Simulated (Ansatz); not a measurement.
## Pt under changes of volume

One of the cells (15.904 Å³/atom); the others are scaled copies at fixed shape and fractional positions:

```
Pt
1.0
    -1.58422    1.58422    1.58422
     1.58422   -1.58422    1.58422
     1.58422    1.58422   -1.58422
Pt
1
Direct
  0.00000 0.00000 0.00000
```

This isn't the form of Pt at room conditions, which is fcc.

```yaml
Program: Ansatz 0.2.0
Functional: PBEsol
Potentials_or_basis: all-electron LAPW, scalar-relativistic
Cutoff: 277 eV (chosen from the basis error)
Basis_error_allowed: 0.001 eV/atom
k_mesh: 12 × 12 × 12
Occupations: fermi-dirac, width 0.05 eV
Spin: no spin polarisation
```

```csv
volume (Å³/atom),energy over the lowest point (meV/atom),pressure (GPa)
14.950,?,?
15.268,0.00,-1.3
15.586,8.13,-6.6
15.904,26.09,-11.2
16.222,52.63,-15.3
16.540,86.65,-18.8
16.858,127.18,-21.8
```

What does the run at 14.950 Å³/atom give?

Energy over the lowest point 3.09 meV/atom; pressure 4.7 GPa.

Worked out: A Birch-Murnaghan fit of order 3 (a polynomial in V^(-2/3)) to the other rows has its minimum at 15.19 Å³/atom, just outside them, with B0 = V·E''(V) = 279 GPa and B' = 5.4. It gives 3.12 meV/atom at 14.950 Å³/atom, against the run's 3.09, and -dE/dV = 4.7 GPa, against 4.7.

Energies are extrapolated to zero smearing.
